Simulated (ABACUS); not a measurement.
## ZnS: single point with LDA-PW92

**What was measured.**

“Electronic, vibrational, and thermodynamic properties of ZnS (zincblende and rocksalt structure)”, 2009, arxiv:0911.5022 quotes, for a bulk crystal of ZnS at 19 K: band gap 3.85 eV (direct).

The system is ZnS.

```xyz
2
Lattice="0.0000 2.7020 2.7020 2.7020 0.0000 2.7020 2.7020 2.7020 0.0000" Properties=species:S:1:pos:R:3 pbc="T T T"
Zn    4.0530    4.0530    4.0530
S     0.0000    0.0000    0.0000
```

* Program: ABACUS 3.10.1
* Task: single point
* Functional: LDA-PW92
* Potentials or basis: GBRV ultrasoft 1.5 LDA
* Cutoff: 544 eV
* Density cutoff: 4354 eV
* Basis: plane waves
* k mesh: 7 × 7 × 7
* Occupations: fermi-dirac, width 0.05 eV
* Spin: no spin polarisation
* Radial cutoff of the potentials (pseudo_rcut): 10 bohr
* SCF threshold on the density: 1e-08
* Max SCF steps: 100
* Eigensolver: dav
* Mixing: broyden
* Mixing share: 0.7
* Symmetry key: 1
* Bands: 23

- Pressure: -4.5 GPa
- Band gap on the k mesh: 1.85 eV, direct

Levels at points of the mesh, in eV from the valence-band top:
```tsv
k point	band 9	band 10	band 11	band 12	band 13	band 14	band 15	band 16	band 17	band 18
(0.00, 0.00, 0.00)	-6.00	-6.00	0.00	0.00	0.00	1.85	6.22	6.22	6.22	11.50
```

Run time: 9.7 s on 4 MPI ranks on AMD EPYC 9R45 96-Core Processor (Zen 5) (shared host), peak memory 0.64 GiB a rank.

Against the measured gap of ZnS, 3.85 eV (direct; 19 K; quoted in “Electronic, vibrational, and thermodynamic properties of ZnS (zincblende and rocksalt structure)”, 2009, arxiv:0911.5022), the calculated 1.85 eV is off by -2.00 eV. So large a miss can be the level of theory's own, or it may mean another phase, state or a wrong row. The value is that of LDA-PW92, without temperature or zero-point motion. Semilocal functionals fall short of measured gaps as a rule.
